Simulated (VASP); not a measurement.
# Settings for W: self-consistent run

W, Im-3m (no. 229), 1 atom in the cell. PBE; PAW potentials W_sv (PBE set). VASP 6.6.1.

Wanted: energy within 1 meV/atom; forces within 0.005 eV/Å; pressure within 0.1 GPa.

POSCAR:
```
W
1.0
   -1.5823450000      1.5823450000      1.5823450000
    1.5823450000     -1.5823450000      1.5823450000
    1.5823450000      1.5823450000     -1.5823450000
W
1
Direct
    0.0000000000      0.0000000000      0.0000000000
```

## FFT grids and symmetry tolerance typed by hand

| FFT grids and symmetry tolerance typed by hand | Energy less reference (meV/atom) | Forces, largest deviation (eV/Å) | Pressure (GPa) | SCF iterations | Time (s) |
|---|---|---|---|---|---|
| default | 0.0 | 0.0000 | 6.43 | 13 | 6.3 |
| NGX, NGY, NGZ = 26, 26, 26 | 0.0 | 0.0000 | 6.43 | 13 | 13 |
| NGX, NGY, NGZ = 16, 16, 16 | 0.0 | 0.0000 | 6.43 | 13 | 3.5 |
| NGX, NGY, NGZ = 14, 14, 14 | 0.0 | 0.0000 | 6.43 | 13 | 3.4 |
| NGX, NGY, NGZ = 12, 12, 12 | -0.2 | 0.0000 | 6.43 | 13 | 3.2 |
| NGXF, NGYF, NGZF = 30, 30, 30 | 0.0 | 0.0000 | 6.43 | 13 | 6.4 |
| NGXF, NGYF, NGZF = 58, 58, 58 | 0.0 | 0.0000 | 6.43 | 13 | 8.2 |
| SYMPREC = 0.001 | 0.0 | 0.0000 | 6.43 | 13 | 6.5 |
| SYMPREC = 1e-08 | 0.0 | 0.0000 | 6.43 | 13 | 6.6 |
| EWALD_CUTOFF = 2.0 | -4442.4 | 0.0000 | -156.94 | 13 | 6.6 |
| EWALD_CUTOFF = 8.0 | 0.0 | 0.0000 | 6.43 | 13 | 6.5 |

Chosen: default; NGX, NGY, NGZ = 12, 12, 12 would be accurate enough too and is faster here.

## The input

INCAR:
```
ALGO = Normal ; EDIFF = 1E-7
ENCUT = 450 ; ISIF = 2
ISMEAR = 1 ; LASPH = T
LCHARG = F ; LREAL = F
LWAVE = F ; NELM = 100
PREC = Accurate ; SIGMA = 0.1
```

KPOINTS:
```
k-points
0
Gamma
  10 10 10
```

Commands:
```
cat potpaw_PBE.64/W_sv/POTCAR > POTCAR
mpirun -np 1 vasp_std > vasp.out
```

The chosen input took VASP 6.6.1 6.3 s on 1 core (Intel Xeon Platinum 8259CL @ 2.50GHz (Skylake/Cascade Lake)), a shared host.

## An input that fails: an FFT grid typed too coarse

It runs to its end, but against the unchanged starting input it is off by 30.6 meV/atom in the energy, 0.0000 eV/Å in the forces, 0.39 GPa in the pressure.

Changes against the starting input:
```
+ NGX = 8
+ NGY = 8
+ NGZ = 8
```
